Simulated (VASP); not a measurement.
Write the native input for VASP 6.6.1 that does the following.

```
Task                   : single point
Functional             : PBE
Potentials or basis    : VASP PAW PBE potentials, release 64 (C)
Cutoff                 : 520 eV
k mesh                 : 6 × 6 × 6
Occupations            : gaussian, width 0.1 eV
Spin                   : no spin polarisation
Dipole correction      : no
Further INCAR settings : ALGO = Fast; EDIFF = 1e-06; NBANDS = 21
```

The structure of C lies in POSCAR:

```
C
1.0
    4.5069382800      0.0000000000      0.0000000000
   -2.2534691400      3.9031230500      0.0000000000
    0.0000000000      0.0000000000      2.5709974300
C
6
Direct
    0.8832575100      0.4416287500      0.2500000000
    0.4416287500      0.8832575100      0.7500000000
    0.4416287500      0.5583712500      0.7500000000
    0.1167424900      0.5583712500      0.7500000000
    0.5583712500      0.4416287500      0.2500000000
    0.5583712500      0.1167424900      0.2500000000
```

The cell was built by a generator and needn't be a form met in nature.

These files were run (other wordings do the same):

INCAR

```
SYSTEM = C
PREC = Accurate ; ENCUT = 520
EDIFF = 1E-6 ; ISMEAR = 0
SIGMA = 0.1 ; LREAL = .False.
LASPH = .True. ; NELM = 100
ALGO = Fast ; ISIF = 2
LWAVE = .False. ; LCHARG = .False.
GGA = PE ; NBANDS = 21
```

KPOINTS

```
regular mesh
0
Gamma
  6 6 6
  0 0 0
```

Potentials or basis: VASP PAW PBE potentials, release 64 (C).

Command:

```bash
$ cat potpaw_PBE.64/C/POTCAR > POTCAR
$ mpirun -np 1 vasp_std > vasp.out
```

Results of the run:

The pressure is -2.7 GPa, the largest force is 4.527 eV/Å and the band gap on the k mesh is 2.16 eV, indirect (least direct gap 2.45 eV).

Caveat: forces of over 1 eV/Å show positions far from the minimum, so gaps and moduli don't describe the material at rest.

It took 31 s on 1 thread of Intel(R) Xeon(R) Platinum 8488C (Sapphire Rapids), on a shared host, peak memory 0.15 GiB.
